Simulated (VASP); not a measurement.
**Cu2O in VASP 6.6.1, single-point calculation**

INCAR

```
ISIF = 2
SIGMA = 0.02
NSW = 0
LCHARG = .FALSE.
ENCUT = 520
IBRION = -1
NELM = 79
GGA = PE
LWAVE = .FALSE.
ISMEAR = -1
LASPH = .TRUE.
EDIFF = 1E-7
PREC = Accurate
NBANDS = 37
LREAL = .FALSE.
ICHARG = 11
```

KPOINTS

```
KPOINTS created by Atomic Simulation Environment
0
Gamma
6 6 6
0 0 0
```

POSCAR

```
Cu O
 1.0000000000000000
     4.1186978891999999    0.0000000000000000    0.0000000000000000
     0.0000000000000000    4.1186978891999999    0.0000000000000000
     0.0000000000000000    0.0000000000000000    4.1186978891999999
 Cu  O
   4   2
Cartesian
  1.0296744723000000  1.0296744723000000  3.0890234169000004
  3.0890234169000004  1.0296744723000000  1.0296744723000000
  1.0296744723000000  3.0890234169000004  1.0296744723000000
  3.0890234169000004  3.0890234169000004  3.0890234169000004
  2.0593489446000000  2.0593489446000000  2.0593489446000000
  0.0000000000000000  0.0000000000000000  0.0000000000000000
```

The recommended PBE PAW datasets give the neutral cell 56 valence electrons.

Command

```
mpirun -np 1 vasp_std
```

Standard output (part)

```
POSCAR found type information on POSCAR CuO
 POSCAR found :  2 types and       6 ions
 LDA part: xc-table for (Slater+PW92), standard interpolation
 WARNING: stress and forces are not correct
 POSCAR, INCAR and KPOINTS ok, starting setup
 WAVECAR not read
 WARNING: CHGCAR is incomplete
|     EEEEEEE  RRRRRR   RRRRRR   OOOOOOO  RRRRRR      ###     ###     ###     |
|     E        R     R  R     R  O     O  R     R     ###     ###     ###     |
|     E        R     R  R     R  O     O  R     R     ###     ###     ###     |
|     EEEEE    RRRRRR   RRRRRR   O     O  RRRRRR       #       #       #      |
|     E        R    R   R    R   O     O  R    R      ###     ###     ###     |
|     EEEEEEE  R     R  R     R  OOOOOOO  R     R     ###     ###     ###     |
|     ERROR: charge density could not be read from file CHGCAR for            |
|     ICHARG>10                                                               |
|       ---->  I REFUSE TO CONTINUE WITH THIS SICK JOB ... BYE!!! <----       |
```

VASP stopped before the first electronic step.

Task: Find the fault in these files.

Result: Density file missing or never updated. VASP stopped before the first electronic step.
